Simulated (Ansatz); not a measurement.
# MoS2 in Ansatz: further runs

Aim: see how the results for MoS2 move with the level of theory and the settings. Levels: BLYP, PBEsol. Tasks: band structure.

Program: Ansatz 0.2.0. These are calculated values, not measurements. Logs are shortened: lines on timing, memory, paths and dates and some standing lists are left out, and cuts for length are marked.

## 1. Starting point

The cell holds a slab with vacuum, 9 atoms: a = 3.184 Å, b = 3.184 Å, c = 28.387 Å, α = 90.00°, β = 90.00°, γ = 120.00°.

## 2. Band structure, BLYP

The input, input.yaml:

```yaml
crystal:
  lattice:
    - [3.1840155185, 0.0, 0.0]
    - [-1.5920077592, 2.757438325, 0.0]
    - [0.0, 0.0, 28.3873198]
  atoms:
    - { symbol: Mo, position: [0.3333333333, 0.6666666667, 0.22816477] }
    - { symbol: Mo, position: [0.3333333333, 0.6666666667, 0.77183523] }
    - { symbol: Mo, position: [0.6666666667, 0.3333333333, 0.0] }
    - { symbol: S, position: [0.6666666667, 0.3333333333, 0.17349309] }
    - { symbol: S, position: [0.6666666667, 0.3333333333, 0.71718751] }
    - { symbol: S, position: [0.3333333333, 0.6666666667, 0.94533412] }
    - { symbol: S, position: [0.6666666667, 0.3333333333, 0.28281249] }
    - { symbol: S, position: [0.6666666667, 0.3333333333, 0.82650691] }
    - { symbol: S, position: [0.3333333333, 0.6666666667, 0.05466588] }
hamiltonian:
  xc: blyp
  pseudopotentials: { kind: paw }
kpoints:
  mp_grid: { grid: [10, 10, 1] }
  band_path:
    path:
      - [[0.0, 0.0, 0.0], [0.5, 0.0, 0.0], [0.3333333333, 0.3333333333, 0.0], [0.0, 0.0, 0.0], [0.0, 0.0, 0.5], [0.5, 0.0, 0.5], [0.3333333333, 0.3333333333, 0.5], [0.0, 0.0, 0.5]]
      - [[0.5, 0.0, 0.5], [0.5, 0.0, 0.0]]
      - [[0.3333333333, 0.3333333333, 0.0], [0.3333333333, 0.3333333333, 0.5]]
    npoints: 10
scf:
  occupations: { method: fermi_dirac, width: 0.05 }
  n_extra_bands: 22
output:
  forces: true
  stress: true
  eigenvalues: true
  fatbands: false
```

Potentials or basis: Ansatz PAW.

On the command line:

```bash
$ ansatz run input.yaml --threads 4 --pin off --max-ram 11264MiB --backend cpu --events-out ev --progress --plain --runs-dir out
```

The log of the run:

```text
Warning: RAYON_NUM_THREADS=4 ignored (pool sized by the plan → 4); use --threads N
scf.n_extra_bands = 22 over 39 filled bands (N_el = 78.0): the run solves 61 bands
Engine: ansatz 0.2.0, aarch64-unknown-linux-gnu
Pseudopotentials: kind: paw
Pseudopotential: Mo, paw, valence charge 14, recommended cutoff 420 eV (normal), Mo.paw.azcp
Pseudopotential: S, paw, valence charge 6, recommended cutoff 420 eV (normal), S.paw.azcp
Functional definition: BLYP
  parameter beta = 0.0042
  parameter a = 0.04918
  parameter b = 0.132
  parameter c = 0.2533
  parameter d = 0.349
  exchange = b88_x(beta = beta)
  correlation = lyp_c(a = a, b = b, c = c, d = d)
Crystal: 9 atoms, lattice volume = 249.233 Å³
Basis set: ecut = 420 eV, 4895 PW (Γ), exchange–correlation on 48×48×384 points (8 copies of the dense FFT grid, shifted against one another)
Bands: 61, of which v1, the nominal top of the filled ones, is band 39 counted from 1 (38 counted from 0)
Symmetry: 12 space group operations
Space group: P-6m2 (ITA 187), of the structure as read, at distance tolerance 6.3e-5 Å
k-points: 14 of 100 (time reversal used)
Non-local potential: Mo, projectors of the file, l = 0: 3, l = 1: 2, l = 2: 2, l = 3: 1
Non-local potential: S, projectors of the file, l = 0: 2, l = 1: 2, l = 2: 2
PAW form: soft (Blöchl's): semilocal exchange-correlation on the pseudo side does not see the compensation charge
PAW frozen core: Mo, regenerated for the run's functional, and the local potential with it (the file was generated under x = pbe(κ = 0.804, μ = 0.2195149727645171), c = pbe(β = 0.06672455060314922))
PAW frozen core: S, regenerated for the run's functional, and the local potential with it (the file was generated under x = pbe(κ = 0.804, μ = 0.2195149727645171), c = pbe(β = 0.06672455060314922))
PAW one-centre angular grid: Mo, 590 points (default); XC on 64 Gauss nodes
PAW one-centre angular grid: S, 110 points (default); XC on 64 Gauss nodes
Initial density: superposition of atomic densities (neutral atoms: chi_scale 0, normalization atom), corrected by the library's trained network
Initial wavefunctions: pseudopotential atomic-orbital guess
Functional: x = b88, c = lyp
SCF iter   1: F=—  HF=-20354.330542 eV  |F-HF|=—  |Δ(HF+E_count)|=         —  Δρ=9.07e-3  dr2=2.83e-1  ethr=1.77e-3  ⟨swp⟩=8.9  Hψ=4517  notcnv=0  defer=62
preconditioner: auto → Resta (q_TF=auto, 2.248 Å⁻¹)  ε∞=3.8  [insulator: Δε(μ)=1.264 eV  Ē_g=10.286 eV  σ=0.050 eV  W_gap=1.00  n_scr=20 (ndim 8)  ℏωp=17.3 eV  f_vac=0.330  D(μ)=0.00/eV (n_scr^D=0)  ε∞_Penn≈3.8  vacuum switching on, ρ_ref=7.7e-3 e/Å³]
SCF iter   2: F=—  HF=-20354.291897 eV  |F-HF|=—  |Δ(HF+E_count)|=   3.86e-2  Δρ=4.92e-3  dr2=9.00e-2  ethr=3.63e-4  ⟨swp⟩=3.0  Hψ=1442  notcnv=0  defer=136
SCF iter   3: F=—  HF=-20354.286981 eV  |F-HF|=—  |Δ(HF+E_count)|=   4.92e-3  Δρ=2.62e-3  dr2=3.66e-2  ethr=1.15e-4  ⟨swp⟩=2.7  Hψ=1215  notcnv=0  defer=136
SCF iter   4: F=—  HF=-20354.285791 eV  |F-HF|=—  |Δ(HF+E_count)|=   1.19e-3  Δρ=6.05e-4  dr2=5.25e-4  ethr=4.69e-5  ⟨swp⟩=2.4  Hψ=1316  notcnv=0  defer=140
SCF iter   5: F=—  HF=-20354.286260 eV  |F-HF|=—  |Δ(HF+E_count)|=   4.69e-4  Δρ=3.08e-4  dr2=1.01e-3  ethr=6.73e-7  ⟨swp⟩=2.9  Hψ=1537  notcnv=0  defer=140
SCF iter   6: F=—  HF=-20354.286162 eV  |F-HF|=—  |Δ(HF+E_count)|=   9.83e-5  Δρ=4.72e-5  dr2=9.55e-6  ethr=6.73e-7  ⟨swp⟩=2.0  Hψ=842  notcnv=0  defer=140
SCF iter   7: F=—  HF=-20354.286228 eV  |F-HF|=—  |Δ(HF+E_count)|=   6.64e-5  Δρ=1.55e-5  dr2=9.11e-7  ethr=1.22e-8  ⟨swp⟩=2.1  Hψ=1134  notcnv=0  defer=140
SCF iter   8: F=-20354.286228 eV  HF=-20354.286228 eV  |F-HF|=6.67e-8  |Δ(HF+E_count)|=   1.24e-7  Δρ=4.50e-6  dr2=9.51e-8  ethr=1.28e-10  ⟨swp⟩=16.4  Hψ=5905  notcnv=0
SCF 1 converged in 8 iterations: F = -20354.286228 eV  dr2 = 9.51e-8
NSCF: frozen V_eff on 93 k-points
SCF converged after 8 iterations
Free energy (F): -20354.286228 eV
Harris-Foulkes:  -20354.286228 eV  (|F-HF|=6.67e-8)
Internal energy: -20354.286228 eV  (E = F + TS)
E sigma→0 (E₀):  -20354.286228 eV
Entropy (-TS):   -0.000000 eV (-0.000 meV/atom)
Fermi energy:    5.846263 eV
--- Per-component energies (eV) ---
  E_band       = -889.309952
  E_kinetic    = 1977.710833
  E_local      = -40639.523687  (includes V_loc(G=0)·N_el)
  E_nonlocal   = 603.769736
  E_hartree    = 19411.030366
  E_xc         = -1121.668449
  E_vxc        = -1191.099636  (∫ρ·V_xc dr)
  E_paw        = -13288.207273  (= ΣΔE_a)
  E_vpaw       = -462.267678  (= ΣTr[D̂ρ^β])
  E_aug_tail   = 0.000088  (compensation charges beyond the density's cutoff)
  E_ewald      = 12702.230137
  E_core_change = 0.372022  (= ΣΔE_core)
  E_smearing   = -0.000000  (= −TS)
  E_closure    = 0.000000  (closes the sum)
  Σ components = -20354.286228   (vs F -20354.286228, Δ=0.00e0)
--- Forces (eV/Å), atoms counted from 1 ---
  atom   1  Mo     0.00000000    -0.00000000     0.00904627
  atom   2  Mo     0.00000000    -0.00000000    -0.00904627
  atom   3  Mo    -0.00000000     0.00000000     0.00000000
  atom   4  S     -0.00000000    -0.00000000    -0.61311419
  atom   5  S     -0.00000000    -0.00000000    -0.72446672
  atom   6  S      0.00000000     0.00000000    -0.61547553
  atom   7  S     -0.00000000    -0.00000000     0.72446672
  atom   8  S     -0.00000000    -0.00000000     0.61311419
  atom   9  S      0.00000000     0.00000000     0.61547553
  max |Σ_I F_I| component: 3.70e-17 eV/Å
--- Stress (GPa, compression-positive) ---
        5.749829       0.000000      -0.000000
        0.000000       5.749829      -0.000000
       -0.000000      -0.000000       4.899442
  P = ⅓ Tr σ = 5.4664 GPa (54.664 kbar)
--- Band table (eV; the first three rows and the last of 14) ---
  k-point 0: bands = ["-56.1033", "-56.1017", "-56.1017", "-30.2238", "-30.2221", "-30.2221", "-30.0341", "-30.0341", "-30.0325", "-30.0325", "-30.0325", "-30.0325", "-9.3034", "-9.2531", "-9.2081", "-8.0296", "-7.9439", "-7.8710", "-0.9438", "-0.7158", "-0.4796", "2.1616", "2.1616", "2.1655", "2.1655", "2.1666", "2.1666", "2.5471", "3.0467", "3.2543", "3.2543", "3.2636", "3.2636", "3.2693", "3.2693", "3.6351", "4.6411", "5.0008", "5.2708", "7.5648", "7.5648", "7.5742", "7.5742", "7.5779", "7.5779", "7.7826", "7.7826", "7.8160", "7.8160", "7.8398", "7.8398", "10.1141", "10.4181", "11.0986", "11.2232", "11.2480", "12.0084", "13.5234", "13.6750", "13.9048", "14.0194"]
  k-point 1: bands = ["-56.0998", "-56.0982", "-56.0982", "-30.2167", "-30.2151", "-30.2151", "-30.0699", "-30.0683", "-30.0683", "-30.0423", "-30.0407", "-30.0407", "-9.1593", "-9.1095", "-9.0650", "-7.9692", "-7.8871", "-7.8179", "-0.7812", "-0.5558", "-0.3202", "1.8607", "1.8663", "1.8702", "2.1321", "2.3122", "2.3174", "2.3197", "2.4266", "2.6348", "3.0302", "3.0408", "3.0475", "3.4978", "3.6691", "3.9939", "4.6079", "4.8913", "5.0781", "7.4044", "7.4104", "7.4311", "7.4362", "7.5078", "7.5662", "7.6146", "7.6519", "7.6852", "7.8081", "7.8259", "7.8339", "10.3313", "10.6540", "11.7130", "11.8522", "11.8707", "12.2503", "13.6378", "13.8203", "14.1985", "14.4888"]
  k-point 2: bands = ["-56.0906", "-56.0890", "-56.0890", "-30.1983", "-30.1966", "-30.1966", "-30.1627", "-30.1610", "-30.1610", "-30.0636", "-30.0620", "-30.0620", "-8.7599", "-8.7124", "-8.6699", "-7.8024", "-7.7309", "-7.6721", "-0.4139", "-0.2108", "0.0030", "1.2397", "1.2573", "1.2931", "1.4801", "1.6780", "1.8138", "2.5434", "2.5559", "2.5648", "2.7182", "2.7276", "2.7330", "3.4970", "3.6836", "3.9331", "4.3494", "4.4422", "4.4879", "6.8859", "7.0474", "7.2545", "7.2745", "7.3169", "7.3529", "7.4293", "7.5839", "7.6788", "8.3044", "8.3407", "8.3679", "10.8993", "11.2025", "12.5106", "12.8529", "13.0075", "13.2552", "14.0134", "14.0527", "14.3206", "14.4546"]
  k-point 13: bands = ["-56.0624", "-56.0609", "-56.0609", "-30.3246", "-30.3230", "-30.3230", "-30.2439", "-30.2423", "-30.2423", "-30.1418", "-30.1401", "-30.1401", "-7.2351", "-7.2223", "-7.2154", "-7.1387", "-7.1255", "-7.1209", "-0.4805", "-0.4497", "-0.4238", "0.0412", "0.0834", "0.1068", "1.0572", "1.0826", "1.1030", "1.3420", "1.3895", "1.4765", "1.8108", "1.9495", "2.0055", "2.7493", "2.8160", "2.9046", "4.6340", "4.6642", "4.6911", "6.5577", "6.5743", "6.5869", "7.7238", "7.9283", "8.1141", "8.1293", "8.2143", "8.2243", "9.4688", "9.5633", "9.6578", "11.8124", "12.0959", "12.2481", "12.6664", "12.8199", "13.1200", "14.1556", "14.2685", "14.4267", "15.0917"]
```

It took 24 s on 4 threads of Arm Neoverse V2, shared host; peak memory 1.1 GiB.

Results:

* Free energy: -20354.2862 eV
* Largest force: 0.724 eV/Å
* Band gap on the k mesh: 1.29 eV, indirect (least direct gap 1.87 eV)
* Band gap along the path: 1.16 eV, indirect (least direct gap 1.63 eV)

Forces in eV/Å, atoms in the order of the input:
```
Mo   0.000  0.000  0.009
Mo   0.000  0.000 -0.009
Mo   0.000  0.000  0.000
S    0.000  0.000 -0.613
S    0.000  0.000 -0.724
S    0.000  0.000 -0.615
S    0.000  0.000  0.724
S    0.000  0.000  0.613
S    0.000  0.000  0.615
```

Stress tensor (GPa, compression positive):
```
5.75 0.00 0.00
0.00 5.75 0.00
0.00 0.00 4.90
```

Levels at the corners of the path, in eV from the valence-band top:
```tsv
point	band 35	band 36	band 37	band 38	band 39	band 40	band 41	band 42	band 43	band 44
Γ	-2.00	-1.64	-0.63	-0.27	0.00	2.29	2.29	2.30	2.30	2.31
M	-1.46	-1.43	-1.03	-1.01	-0.99	1.72	1.73	1.74	2.20	2.25
K	-2.56	-2.54	-0.52	-0.49	-0.46	1.16	1.17	1.17	2.42	2.64
Γ	-2.00	-1.64	-0.63	-0.27	0.00	2.29	2.29	2.30	2.30	2.31
A	-2.00	-1.64	-0.63	-0.27	0.00	2.29	2.29	2.30	2.30	2.31
L	-1.46	-1.43	-1.03	-1.01	-0.99	1.72	1.73	1.74	2.20	2.25
H	-2.56	-2.54	-0.52	-0.49	-0.46	1.16	1.17	1.17	2.42	2.64
A	-2.00	-1.64	-0.63	-0.27	0.00	2.29	2.29	2.30	2.30	2.31
L	-1.46	-1.43	-1.03	-1.01	-0.99	1.72	1.73	1.74	2.20	2.25
M	-1.46	-1.43	-1.03	-1.01	-0.99	1.72	1.73	1.74	2.20	2.25
K	-2.56	-2.54	-0.52	-0.49	-0.46	1.16	1.17	1.17	2.42	2.64
H	-2.56	-2.54	-0.52	-0.49	-0.46	1.16	1.17	1.17	2.42	2.64
```

Caveat: the k mesh misses the band edges, so the gap on the mesh is wider than the one along the path; the PAW data sets come from PBE, with cores solved anew for the run's functional, which leaves a small shift of forces and pressure. A hybrid or GW would open this gap; BLYP tends to underestimate it.

## 3. Band structure, PBEsol

input.yaml, as its differences from that of step 2:

```diff
@@ -16,3 +16,3 @@
 hamiltonian:
-  xc: blyp
+  xc: pbesol
   pseudopotentials: { kind: paw }
```

Potentials or basis: Ansatz PAW.

On the command line:

```bash
$ ansatz run input.yaml --threads 4 --pin off --max-ram 11264MiB --backend cpu --events-out ev --progress --plain --runs-dir out
```

The log of the run:

```text
Warning: RAYON_NUM_THREADS=4 ignored (pool sized by the plan → 4); use --threads N
scf.n_extra_bands = 22 over 39 filled bands (N_el = 78.0): the run solves 61 bands
[... 3 set-up lines as earlier in the session ...]
[... 71 lines left out ...]
  P = ⅓ Tr σ = -2.1294 GPa (-21.294 kbar)
--- Band table (eV; the first three rows and the last of 14) ---
  k-point 0: bands = ["-56.3492", "-56.3484", "-56.3484", "-30.5236", "-30.5228", "-30.5228", "-30.3110", "-30.3110", "-30.3101", "-30.3101", "-30.3101", "-30.3101", "-9.7434", "-9.6944", "-9.6478", "-8.4181", "-8.3315", "-8.2539", "-1.4951", "-1.2647", "-1.0268", "1.7381", "1.7381", "1.7410", "1.7410", "1.7423", "1.7423", "2.1172", "2.6365", "2.8622", "2.8622", "2.8703", "2.8703", "2.8767", "2.8767", "3.2449", "4.2195", "4.6014", "4.8781", "7.1733", "7.1733", "7.1795", "7.1795", "7.1834", "7.1834", "7.4408", "7.4408", "7.4728", "7.4728", "7.5000", "7.5000", "9.9065", "10.1631", "10.4352", "10.5533", "10.6308", "11.8001", "12.8948", "13.1907", "13.2532", "13.3034"]
  k-point 1: bands = ["-56.3456", "-56.3448", "-56.3448", "-30.5163", "-30.5155", "-30.5155", "-30.3480", "-30.3471", "-30.3471", "-30.3194", "-30.3185", "-30.3185", "-9.5948", "-9.5463", "-9.5001", "-8.3549", "-8.2721", "-8.1982", "-1.3290", "-1.1012", "-0.8640", "1.4162", "1.4207", "1.4249", "1.7051", "1.8917", "1.8959", "1.8985", "2.0118", "2.2262", "2.6318", "2.6411", "2.6487", "3.0938", "3.2690", "3.6080", "4.1869", "4.4886", "4.6795", "6.9899", "7.0021", "7.0261", "7.0648", "7.1388", "7.2089", "7.2647", "7.3002", "7.3365", "7.4242", "7.4409", "7.4503", "10.1377", "10.4521", "11.0927", "11.2097", "11.2239", "12.0047", "13.0158", "13.3445", "13.7846", "13.8555"]
  k-point 2: bands = ["-56.3361", "-56.3354", "-56.3354", "-30.4973", "-30.4965", "-30.4965", "-30.4437", "-30.4428", "-30.4428", "-30.3413", "-30.3404", "-30.3404", "-9.1821", "-9.1358", "-9.0915", "-8.1799", "-8.1079", "-8.0447", "-0.9492", "-0.7432", "-0.5268", "0.7533", "0.7705", "0.8047", "1.0370", "1.2385", "1.3765", "2.1338", "2.1449", "2.1547", "2.3059", "2.3144", "2.3205", "3.0774", "3.2725", "3.5355", "3.9190", "4.0189", "4.0658", "6.4830", "6.6582", "6.8734", "6.9109", "6.9526", "6.9917", "7.0065", "7.1775", "7.2659", "7.9356", "7.9710", "8.0008", "10.7045", "11.0026", "12.0883", "12.3534", "12.4111", "12.7533", "13.3851", "13.4295", "13.8474", "13.8644"]
  k-point 13: bands = ["-56.3073", "-56.3065", "-56.3065", "-30.6109", "-30.6100", "-30.6100", "-30.5270", "-30.5261", "-30.5261", "-30.4391", "-30.4383", "-30.4383", "-7.5915", "-7.5803", "-7.5726", "-7.4736", "-7.4620", "-7.4556", "-0.9971", "-0.9672", "-0.9390", "-0.4963", "-0.4553", "-0.4295", "0.5385", "0.5594", "0.5724", "0.8548", "0.8912", "0.9776", "1.3424", "1.4776", "1.5287", "2.3629", "2.4200", "2.5065", "4.2236", "4.2575", "4.2889", "6.1703", "6.1871", "6.2007", "7.2703", "7.4951", "7.7297", "7.7638", "7.8534", "7.8861", "9.1133", "9.2153", "9.3152", "11.2278", "11.5504", "11.6986", "12.1097", "12.2816", "12.5583", "13.6655", "13.7158", "13.9212", "14.7745"]
```

It took 31 s on 4 threads of Arm Neoverse V1, shared host; peak memory 1.1 GiB.

What came out:

```
Free energy             : -20010.4235 eV
Largest force           : 0.150 eV/Å
Band gap on the k mesh  : 1.29 eV, indirect (least direct gap 1.88 eV)
Band gap along the path : 1.16 eV, indirect (least direct gap 1.63 eV)
```

Forces on the atoms (eV/Å):
```
Mo   0.000  0.000  0.000
Mo   0.000  0.000  0.000
Mo   0.000  0.000  0.000
S    0.000  0.000  0.126
S    0.000  0.000  0.150
S    0.000  0.000  0.125
S    0.000  0.000 -0.150
S    0.000  0.000 -0.126
S    0.000  0.000 -0.125
```

Levels at the corners of the path, in eV from the valence-band top:
```tsv
point	band 36	band 37	band 38	band 39	band 40	band 41	band 42	band 43
Γ	-1.63	-0.66	-0.28	0.00	2.30	2.30	2.30	2.30
M	-1.43	-1.14	-1.11	-1.09	1.76	1.77	1.78	2.23
K	-2.54	-0.54	-0.50	-0.47	1.16	1.16	1.16	2.35
Γ	-1.63	-0.66	-0.28	0.00	2.30	2.30	2.30	2.30
A	-1.63	-0.66	-0.28	0.00	2.30	2.30	2.30	2.30
L	-1.43	-1.14	-1.11	-1.09	1.76	1.77	1.78	2.23
H	-2.54	-0.54	-0.50	-0.47	1.16	1.16	1.16	2.35
A	-1.63	-0.66	-0.28	0.00	2.30	2.30	2.30	2.30
L	-1.43	-1.14	-1.11	-1.09	1.76	1.77	1.78	2.23
M	-1.43	-1.14	-1.11	-1.09	1.76	1.77	1.78	2.23
K	-2.54	-0.54	-0.50	-0.47	1.16	1.16	1.16	2.35
H	-2.54	-0.54	-0.50	-0.47	1.16	1.16	1.16	2.35
```

Caveat: the k mesh misses the band edges, so the gap on the mesh is wider than the one along the path; the PAW data sets come from PBE, with cores solved anew for the run's functional, which leaves a small shift of forces and pressure. Expect the measured gap to be larger: semilocal functionals such as PBEsol lack the derivative discontinuity.
